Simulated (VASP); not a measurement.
# VASP 6.6.1 run: PbO

INCAR

```
NBANDS = 17
EDIFF = 1E-7
PREC = Accurate
NELM = 120
GGA = 91
LWAVE = .FALSE.
ISMEAR = -1
LASPH = .TRUE.
SIGMA = 0.02
IBRION = -1
NSW = 0
IVDW = 12
ENCUT = 520
ISIF = 2
LREAL = .FALSE.
LCHARG = .FALSE.
```

KPOINTS

```
KPOINTS created by Atomic Simulation Environment
0
Gamma
8 8 8
0 0 0
```

POSCAR

```
Pb O
 1.0000000000000000
     0.0000000000000000    2.4537755714000000    2.7434185644000002
     2.4537755714000000    0.0000000000000000    2.7434185644000002
     2.4537755714000000    2.4537755714000000    0.0000000000000000
 Pb  O
   1   1
Cartesian
  0.0000000000000000  0.0000000000000000  0.0000000000000000
  2.4537755713999996  2.4537755713999996  2.7434185643999998
```

The recommended PBE PAW datasets give the neutral cell 20 valence electrons.

Command

```
mpirun -np 1 vasp_std
```

Standard output (part)

```
POSCAR found type information on POSCAR PbO
 POSCAR found :  2 types and       2 ions
|     EEEEEEE  RRRRRR   RRRRRR   OOOOOOO  RRRRRR      ###     ###     ###     |
|     E        R     R  R     R  O     O  R     R     ###     ###     ###     |
|     E        R     R  R     R  O     O  R     R     ###     ###     ###     |
|     EEEEE    RRRRRR   RRRRRR   O     O  RRRRRR       #       #       #      |
|     E        R    R   R    R   O     O  R    R      ###     ###     ###     |
|     EEEEEEE  R     R  R     R  OOOOOOO  R     R     ###     ###     ###     |
|     Unsupported xc functional, please specify VDW_S6, VDW_S8, VDW_A1        |
|     and VDW_A2 in the INCAR file.                                           |
|       ---->  I REFUSE TO CONTINUE WITH THIS SICK JOB ... BYE!!! <----       |
```

VASP stopped before the first electronic step.

The run took about 0.4 s on one core of a shared host (Intel Xeon 6975P-C).
